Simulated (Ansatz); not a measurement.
## Electric field gradients in HfS2

Level of theory: DFT PBE+D3(BJ), scalar-relativistic, plane waves, PAW (Ansatz 0.2.0). Cutoff 420 eV, 12×12×6 k-points (Γ-centred), fixed occupations. No spin polarisation.

The cell, relaxed at this level:
```yaml
crystal:
  lattice:
    - [3.60559, 0.00000, 0.00000]
    - [-1.80279, 3.12253, 0.00000]
    - [0.00000, 0.00000, 5.76899]
  atoms:
    - { symbol: Hf, position: [0.00000, 0.00000, 0.00000] }
    - { symbol: S, position: [0.66667, 0.33333, 0.74754] }
    - { symbol: S, position: [0.33333, 0.66667, 0.25246] }
```

Spin–orbit coupling is left out, which matters for gradients at heavy nuclei.

**Question.** Give V_zz (10²¹ V/m²) and the asymmetry η at each distinct site.

**Answer.**
| atom | V_zz | η |
| --- | --- | --- |
| Hf (atom 1) | -3.10 | 0.00 |
| S (atom 2) | -0.168 | 0.00 |

Cost: 1 run of about 0.046 core-minutes, on AMD EPYC 9R45 (Zen 5) (shared hosts).